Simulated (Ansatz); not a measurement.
## Squeezing TePb (CsCl type)

```yaml
crystal:
  lattice:
    - [3.99618, 0.00000, 0.00000]
    - [0.00000, 3.99618, 0.00000]
    - [0.00000, 0.00000, 3.99618]
  atoms:
    - { symbol: Pb, position: [0.00000, 0.00000, 0.00000] }
    - { symbol: Te, position: [0.50000, 0.50000, 0.50000] }
```

The cell comes from a relaxation on PAW files under the same functional, begun from a prototype that needn't be the stable phase.

Its volume is scaled at fixed shape and fractional positions.

All numbers are PBE results (scalar-relativistic) from Ansatz 0.2.0, with a Γ-centred 11×11×11 k mesh, Fermi–Dirac smearing of 0.1 eV, no spin polarisation. Methods: LAPW: all electrons, basis error target 1 meV/atom; PAW: frozen-core files, cutoff 420 eV; crystal datasets: all electrons, by PAW datasets that the program makes for each cell; norm-conserving: pseudopotentials, cutoff 1120 eV; PAW (partial waves polarizable): frozen-core files, cutoff 420 eV.

Energies are extrapolated to zero smearing and count from the unscaled cell; pressure is positive in compression; gaps take the mesh and a band path. No temperature or zero-point motion is included.

Spin–orbit coupling is left out, which matters for the heavy atoms.

```json
{"V/V0": "1.00", "V (Å³/atom)": "31.91", "P LAPW (GPa)": "0.05", "ΔE LAPW (eV/atom)": "0.000", "P PAW − LAPW (GPa)": "-0.01", "ΔE PAW − LAPW (meV/atom)": "0.0"}
{"V/V0": "0.94", "V (Å³/atom)": "29.99", "P LAPW (GPa)": "?", "ΔE LAPW (eV/atom)": "?", "P PAW − LAPW (GPa)": "?", "ΔE PAW − LAPW (meV/atom)": "?"}
{"V/V0": "0.88", "V (Å³/atom)": "28.08", "P LAPW (GPa)": "6.84", "ΔE LAPW (eV/atom)": "0.075", "P PAW − LAPW (GPa)": "-0.01", "ΔE PAW − LAPW (meV/atom)": "-0.2"}
{"V/V0": "0.80", "V (Å³/atom)": "25.53", "P LAPW (GPa)": "14.66", "ΔE LAPW (eV/atom)": "0.240", "P PAW − LAPW (GPa)": "-0.02", "ΔE PAW − LAPW (meV/atom)": "-0.4"}
{"V/V0": "0.72", "V (Å³/atom)": "22.97", "P LAPW (GPa)": "27.4", "ΔE LAPW (eV/atom)": "0.566", "P PAW − LAPW (GPa)": "-0.02", "ΔE PAW − LAPW (meV/atom)": "-0.6"}
{"V/V0": "0.64", "V (Å³/atom)": "20.42", "P LAPW (GPa)": "49.3", "ΔE LAPW (eV/atom)": "1.160", "P PAW − LAPW (GPa)": "-0.01", "ΔE PAW − LAPW (meV/atom)": "-0.8"}
{"V/V0": "0.55", "V (Å³/atom)": "17.55", "P LAPW (GPa)": "95.5", "ΔE LAPW (eV/atom)": "2.409", "P PAW − LAPW (GPa)": "0.02", "ΔE PAW − LAPW (meV/atom)": "-0.7"}
```

Fit the Vinet equation to the LAPW pressures shown (residuals weighted by 1/(|P| + 0.03·Pmax)), and predict the pressure of the withheld row.

The fit gives V0 = 31.96 Å³/atom, B0 = 37 GPa and B0′ = 5.21. At 29.99 Å³/atom, x = (V/V0)^(1/3) = 0.9790, and P = 3·B0·(1 − x)/x²·exp[1.5·(B0′ − 1)·(1 − x)] = 2.77 GPa. The run itself gave 2.91 GPa (-4.8 % off) and ΔE = 0.017 eV/atom.

From the table, what is the rise of the enthalpy H = E + pV up to the last row, and how stiff is the crystal between the last two rows?

ΔH = 2.409 eV + (95.5 GPa × 17.55 Å³ − 0.05 GPa × 31.91 Å³) × 0.006242 eV/(GPa·Å³) = 12.86 eV/atom, of which pV makes 81 %. The mean bulk modulus there is −ΔP/Δln V = 304 GPa.

At the smallest volume, how far do crystal datasets and norm-conserving and PAW (partial waves polarizable) lie from LAPW in pressure?

crystal datasets: 0.00 GPa; norm-conserving: +0.27 GPa; PAW (partial waves polarizable): +0.02 GPa, on a LAPW pressure of 95.5 GPa.

How do the Löwdin populations by LAPW change from the unscaled cell to the last row?

Pb 6s 1.96 → 1.74, Pb 6p 1.85 → 2.44, Te 5s 1.87 → 1.72, Te 5p 4.28 → 4.01 electrons an atom. These are projections on the shells that the free atoms fill; 0.06 e a cell lies outside them at the start and 0.16 e at the end.
